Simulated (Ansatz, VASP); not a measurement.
## One calculation of GaN, two programs

Contents of INCAR:

```
  PREC = Accurate
  ENCUT = 520
  EDIFF = 1E-6
  ISMEAR = -1
  SIGMA = 0.02
  LREAL = F
  LASPH = T
  NELM = 100
  ALGO = Normal
  ISIF = 2
  LWAVE = F
  LCHARG = F
  GGA = PE
  NBANDS = 16
```

The input KPOINTS:

```
regular mesh
0
Gamma
  10 10 10
```

The input POSCAR:

```
GaN
1.0
    0.0000000000      2.0602302361      2.0602302361
    2.0602302361      0.0000000000      2.0602302361
    2.0602302361      2.0602302361      0.0000000000
Ga N
1 1
Direct
    0.0000000000      0.0000000000      0.0000000000
    0.5000000000      0.5000000000      0.5000000000
```

Input for Ansatz:

```yaml
crystal:
  lattice:
    - [0.0, 2.0602302361, 2.0602302361]
    - [2.0602302361, 0.0, 2.0602302361]
    - [2.0602302361, 2.0602302361, 0.0]
  atoms:
    - { symbol: Ga, position: [0.0, 0.0, 0.0] }
    - { symbol: "N", position: [0.5, 0.5, 0.5] }
kpoints:
  mp_grid: { grid: [10, 10, 10] }
  band_path:
    path:
      - [0.0, 0.0, 0.0]
      - [0.5, 0.0, 0.5]
      - [0.625, 0.25, 0.625]
      - [0.375, 0.375, 0.75]
      - [0.5, 0.5, 0.5]
      - [0.5, 0.25, 0.75]
      - [0.0, 0.177083, -0.179687]
      - [0.0, 0.5, 0.5]
    npoints: 1
hamiltonian:
  xc: pbe
scf:
  occupations: { method: fermi_dirac, width: 0.02 }
  n_extra_bands: 4
output:
  forces: true
  stress: true
  eigenvalues: true
```

Change from the starting cell: hydrostatic strain -2.3%.

Alike in both runs: task single point; functional PBE; k mesh 10 × 10 × 10; occupations fermi-dirac, width 0.02 eV; no spin polarisation.

|  | VASP | Ansatz |
| --- | --- | --- |
| version | VASP 6.6.1 | Ansatz 0.2.0 |
| potentials or method | VASP PAW PBE potentials, release 64 (Ga_d, N) | plane waves, PAW |
| plane-wave cutoff (eV) | 520 | 420 |
| valence electrons in the cell | 18 | 18 |

|  | VASP | Ansatz | Ansatz less VASP |
| --- | --- | --- | --- |
| gap on the k mesh at the Fermi level (eV) | 1.12 | 1.13 | +0.011 |
| pressure (GPa) | 29.3 | 28.3 | -1.01 |

The functional is the same, so the differences come from potentials, cutoffs and numerics.

Caveats: so large a pressure means that the cell lies far from this level's equilibrium, or that cutoff or potentials fall short (VASP). A k mesh can miss the band edges.
